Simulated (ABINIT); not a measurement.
Runs of ABINIT 10.8.3 (patched build) on SnSe2. Symmetry: P-3m1, No. 164, trigonal system. Conventional cell: a = 3.811 Å, b = 3.811 Å, c = 6.136 Å, α = 90.00°, β = 90.00°, γ = 120.00°. Sn (site symmetry -3m) has 6 Se at 2.68 Å as nearest neighbours. Se (site symmetry 3m) is surrounded by 3 Sn at 2.68 Å. 

| task | level | potentials or basis | cell | k mesh | cutoff (eV) | fine-grid cutoff | cell freedom (optcell) | cutoff smearing ecutsm (Ha) | optimiser (ionmov) | force stop (Ha/bohr) | mesh quality | gap on the mesh (eV) | pressure (GPa) | relaxed volume (Å³/atom) | largest force (eV/Å) |
| --- | --- | --- | --- | --- | --- | --- | --- | --- | --- | --- | --- | --- | --- | --- | --- |
| single point | LDA | JTH PAW LDA v2.0 | as given | 3 × 3 × 2 | 408 | 816.342 eV | - | - | - | - | coarse | 0.85 | - | - | 0.37 |
| relaxation of cell and atoms | PBEsol | JTH PAW PBE v2.0 | relaxed | 8 × 8 × 5 | 599 | 1197.3 eV | 2 | 0.5 | 2 | 0.0005 | not flagged | 0.58 | 0.0 | 26.20 | 0.01 |
| band structure | RPBE | JTH PAW PBE v2.0 sp | as given | 8 × 8 × 5 | 408 | 816.342 eV | - | - | - | - | not flagged | 0.84 | - | - | 0.87 |
| relaxation of cell and atoms | PBE+D4 | JTH PAW PBE v2.0 | relaxed | 5 × 5 × 3 | 599 | 1197.3 eV | - | 0.5 | - | - | not flagged | (b) | 0.3 | (d) | 0.04 |
| single point | PBE | JTH PAW PBE v2.0 | as given | 8 × 8 × 5 | 599 | 1197.3 eV | - | - | - | - | not flagged | (c) | 5.5 | - | 0.79 |
| band structure | PBEsol | JTH PAW PBE v2.0 sp | as given | 8 × 8 × 5 | 408 | 816.342 eV | - | - | - | - | not flagged | 0.71 | - | - | (a) |
| single point | PBEsol | PseudoDojo NC SR PBEsol v0.4.1 standard | as given | 8 × 8 × 5 | 1170 | - | - | - | - | - | not flagged | 0.72 | 2.7 | - | 0.63 |
| band structure | LDA | JTH PAW LDA v2.0 | as given | 8 × 8 × 5 | 408 | 816.342 eV | - | - | - | - | not flagged | 0.67 | - | - | 0.48 |

Alike in all rows: no spin polarisation; smearing fermi-dirac 0.05 eV.

Problem. Estimate the missing entries.

Solution. (a) 0.66; (b) 0.61; (c) 0.81; (d) 25.83.

Caveats: some runs use coarse meshes; spin-orbit coupling is left out, which moves the levels of the heavy elements; an odd mesh through Γ misses points on the zone boundary, where band edges often lie; this functional lacks dispersion, which binds the layers, so the pressure and a relaxed spacing across them are unreliable (some runs); the PAW data sets were made with another functional, which shifts forces and pressure a little (some runs); this set keeps more shells in the core, which shifts pressures and gaps (some runs).

A k mesh can miss the band edges, and the runs leave out spin-orbit coupling on Se, Sn.

Not every run made on this cell is shown here.
